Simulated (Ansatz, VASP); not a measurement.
**GaP: 3 runs at one level of theory**

```xyz
2
Lattice="0.0000 2.7252 2.7252 2.7252 0.0000 2.7252 2.7252 2.7252 0.0000" Properties=species:S:1:pos:R:3 pbc="T T T"
Ga    0.0000    0.0000    0.0000
P     4.0879    4.0879    4.0879
```

Alike in all runs: task single point; functional PBE; k mesh 8 × 8 × 8; occupations gaussian, width 0.012 eV; no spin polarisation; no spin-orbit coupling. Pressure is positive in compression and, in plane waves, holds the error of the finite cutoff, which Ansatz's Pulay term estimates and takes out.

```json
{"program and potentials": "Ansatz, Ansatz PAW", "plane-wave cutoff (eV)": "420", "notes": "Pulay term of +0.04 GPa included", "band gap (eV)": "1.64", "pressure (GPa)": "2.51"}
{"program and potentials": "VASP, PBE PAW files Ga_d, P, 520 eV", "plane-wave cutoff (eV)": "520", "notes": "-", "band gap (eV)": "1.64", "pressure (GPa)": "2.42"}
{"program and potentials": "Ansatz, all-electron LAPW, scalar-relativistic", "plane-wave cutoff (eV)": "-", "notes": "-", "band gap (eV)": "1.64", "pressure (GPa)": "2.48"}
```

All agree on the band gap. The pressure spans 2.42 (VASP, PBE PAW files Ga_d, P, 520 eV) to 2.51 GPa (Ansatz, Ansatz PAW), with all-electron results at 2.48. The gap is indirect and read on the mesh alone.

The functional is the same throughout but for its coding, so the spread measures potentials, basis and numerics; runs on potential files found faulty are left out.
